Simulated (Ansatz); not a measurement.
## VO2 stretched along one axis: stress

Cell: an entry of the Crystallography Open Database (COD), whose atoms a relaxation with PBE at fixed cell left in place.

```
V O
1.0
     4.55460    0.00000    0.00000
     0.00000    4.55460    0.00000
     0.00000    0.00000    2.85280
V O
2 4
Direct
  0.00000 0.00000 0.00000
  0.50000 0.50000 0.50000
  0.30010 0.30010 0.00000
  0.19990 0.80010 0.50000
  0.69990 0.69990 0.00000
  0.80010 0.19990 0.50000
```

Atoms are numbered from 1 in the order listed; like atoms form one site, named after its first atom.

Computed with Ansatz: DFT, PBE, plane waves and PAW, scalar-relativistic, collinear spin, 420 eV cutoff, Γ-centred 10×10×16 k-points, Fermi–Dirac smearing 0.05 eV. Start moments as typed (μB): 1 on each V, none on the rest.

The cell is stretched along z (the third Cartesian axis of the run's cell), x and y held, and the ions relax again each time. Tension counts as positive.

| strain along z (%) | stress along z (GPa) | stress along x (GPa) |
| --- | --- | --- |
| -3 | -13.8 | -7.6 |
| -2 | -9.0 | -5.9 |
| -1 | -4.2 | -4.2 |
| 0 | 0.2 | -2.6 |
| +1 | 4.6 | -1.0 |
| +2 | 8.7 | 0.5 |
| +3 | ? | ? |

(1) Estimate the row at +3 % from the others.

## Answers

(1) stress along z (GPa): 12.5; stress along x (GPa): 1.9. Worked: parabolas through the other 6 rows give 12.7 and 1.9 GPa at +3 %. Their slopes at zero strain are 442 GPa (the stiffness along z) and 159 GPa (the coupling of z to x). They hold at this cell, where the calculated pressure is 1.7 GPa.

All values belong to this cell and structure model. Semilocal functionals can leave a metal where correlation in the d or f shell opens a gap in the real compound, and that would change the values at and beside V. All moments are parallel here, as the start or the cell imposes; many such compounds order antiparallel, where fields and spin densities carried over to other atoms largely cancel. The magnetic order is the one that the run reached from its start moments, not necessarily the measured one.
